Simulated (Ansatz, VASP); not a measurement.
**Two plane-wave programs on BP**

```xyz
2
Lattice="0.0000 2.2683 2.2683 2.2683 0.0000 2.2683 2.2683 2.2683 0.0000" Properties=species:S:1:pos:R:3 pbc="T T T"
B     0.0000    0.0000    0.0000
P     1.1342    1.1342    1.1342
```

Alike in both runs: task single point; functional PBEsol; k mesh 4 × 4 × 4; no spin polarisation.

```csv
,VASP,Ansatz
version,VASP 6.6.1,Ansatz 0.2.0
potentials or method,"VASP PAW PBE potentials, release 64 (B, P)","plane waves, PAW"
plane-wave cutoff (eV),520,420
occupations,"gaussian, width 0.01 eV",fixed
valence electrons in the cell,8,8
```

|  | VASP | Ansatz | Ansatz less VASP |
| --- | --- | --- | --- |
| gap on the k mesh at the Fermi level (eV) | 1.20 | 1.20 | +0.003 |

Caveats: the k mesh is coarse (spacing up to 0.60 Å⁻¹), so the values aren't converged. A hybrid or GW would open this gap; PBEsol tends to underestimate it. A k mesh can miss the band edges.
